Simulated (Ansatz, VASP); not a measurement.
Two plane-wave programs on BN (Qingsongite)

Contents of INCAR:

```
SYSTEM = BN
  PREC = Accurate
  ENCUT = 600
  EDIFF = 1E-6
  ISMEAR = 0
  SIGMA = 0.01
  LREAL = .False.
  LASPH = .True.
  NELM = 80
  ALGO = Normal
  ISIF = 3
  LWAVE = .False.
  LCHARG = .False.
  GGA = PE
  IBRION = 2
  NSW = 100
  EDIFFG = -0.05
```

Contents of KPOINTS:

```
Automatic mesh
0
Gamma
  10 10 10
  0 0 0
```

POSCAR

```
BN
1.0
    0.0000000000      1.8075000000      1.8075000000
    1.8075000000      0.0000000000      1.8075000000
    1.8075000000      1.8075000000      0.0000000000
B N
1 1
Direct
    0.0000000000      0.0000000000      0.0000000000
    0.2500000000      0.2500000000      0.2500000000
```

Input for Ansatz:

```yaml
crystal:
  lattice:
    - [0.0, 1.8075, 1.8075]
    - [1.8075, 0.0, 1.8075]
    - [1.8075, 1.8075, 0.0]
  atoms:
    - { symbol: B, position: [0.0, 0.0, 0.0] }
    - { symbol: "N", position: [0.25, 0.25, 0.25] }
basis:
  ecutwfc: 420.0
kpoints:
  mp_grid:
    grid: [10, 10, 10]
hamiltonian:
  xc: pbe
  dispersion: none
scf:
  convergence:
    dr2_threshold: 1.0e-09
  occupations:
    method: gaussian
    width: 0.01
relax:
  f_tol: 0.05
  max_steps: 100
  cell: {}
```

Alike in both runs: task relaxation of cell and atoms; functional PBE; k mesh 10 × 10 × 10; occupations gaussian, width 0.01 eV; no spin polarisation.

|  | VASP | Ansatz |
| --- | --- | --- |
| version | VASP 6.6.1 | Ansatz 0.2.0 |
| potentials or method | VASP PAW PBE potentials, release 64 (B, N) | plane waves, PAW |
| plane-wave cutoff (eV) | 600 | 420 |
| valence electrons in the cell | 8 | 8 |

|  | VASP | Ansatz | Ansatz less VASP |
| --- | --- | --- | --- |
| relaxed volume (Å³/atom) | 5.95 | 5.95 | +0.001 |
| relaxed cell length with the largest relative difference (Å) | 2.563 | 2.563 | +0.0001 |

Ansatz warned: «stress_scf_threshold_loose».

 PBE usually gives volumes a little too large and moduli too small. Zero-point motion and thermal expansion aren't in these numbers.
